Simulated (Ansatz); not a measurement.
## H in TiPt3

Computed with Ansatz, DFT PBE, scalar-relativistic, plane waves, PAW.

Plane waves to 420 eV, a k mesh through Γ of 10×10×10 on the computed 4-atom cell and Gaussian smearing (0.10 eV); no spin polarisation for the host; each changed cell takes a mesh and smearing chosen by its own gap and starts from the host's moments or customary ones, or runs without spin. Cells and atoms are relaxed to the nearest stationary point that keeps the symmetry of their start (forces under 0.02 to 0.04 eV/Å, stress under 0.1 to 0.2 GPa); energies are at zero smearing, without zero-point or thermal terms.

Relaxed host (gap on the mesh 0 eV):

```xyz
4
Lattice="3.9482 0.0000 0.0000 0.0000 3.9482 0.0000 0.0000 0.0000 3.9482" Properties=species:S:1:pos:R:3 pbc="T T T"
Ti    0.0000    0.0000    0.0000
Pt    0.0000    1.9741    1.9741
Pt    1.9741    0.0000    1.9741
Pt    1.9741    1.9741    0.0000
```

Cases: (1) 1 H in a 1×1×1 repeat of the cell, at (0.500 0.500 0.500) in fractions of that repeat, 1.97 Å from the nearest atom of the relaxed host; (2) 3 H in a 1×1×1 repeat of the cell, at (0.000 0.000 0.500), (0.500 0.000 0.000), (0.000 0.500 0.000) in fractions of that repeat, 1.97 Å from the nearest atom of the relaxed host; (3) 1 H in a 2×1×1 repeat of the cell, at (0.250 0.500 0.500) in fractions of that repeat, 1.97 Å from the nearest atom of the relaxed host; (4) 1 H in a 2×1×1 repeat of the cell, at (0.500 0.000 0.500) in fractions of that repeat, 1.97 Å from the nearest atom of the relaxed host.

The table gives the energy per H taken from half an H2 molecule (negative: uptake is favourable), the swelling and the final surroundings.

| case | formula | energy per H (eV) | ΔV (%) | principal strains (%) | nearest host atoms of the first H |
| --- | --- | --- | --- | --- | --- |
| 1 | TiHPt3 | 1.39 | +5.9 | +1.9 +1.9 +1.9 | 6 (Pt) from 2.01 Å |
| 2 | TiH3Pt3 | 0.83 | +13.7 | +4.4 +4.4 +4.4 | 6 (PtTi) from 2.06 Å |
| 3 | Ti2HPt6 | 1.27 | +2.9 | +1.0 +0.9 +0.9 | 6 (Pt) from 1.99 Å |
| 4 | Ti2HPt6 | 1.07 | +2.4 | +1.9 +0.5 0.0 | 6 (PtTi) from 1.97 Å |

Each ion keeps what symmetry its start has, so a lower place off a symmetric site can be missed, above all for H.

Relaxed structure of case 2, the lowest per ion:

```
Ti Pt H
1.0
     4.12039    0.00000    0.00000
     0.00000    4.12039    0.00000
     0.00000    0.00000    4.12039
Ti Pt H
1 3 3
Cartesian
  0.0000 0.0000 0.0000
  0.0000 2.0602 2.0602
  2.0602 0.0000 2.0602
  2.0602 2.0602 0.0000
  0.0000 0.0000 2.0602
  2.0602 0.0000 0.0000
  0.0000 2.0602 0.0000
```

Spin-orbit coupling is left out. Spin polarisation was left out, and a magnetic state may lie lower.

Cost: 5 runs of about 10 core-minutes in all, on Intel Xeon Processor @ 2.50GHz (Skylake/Cascade Lake) (shared hosts).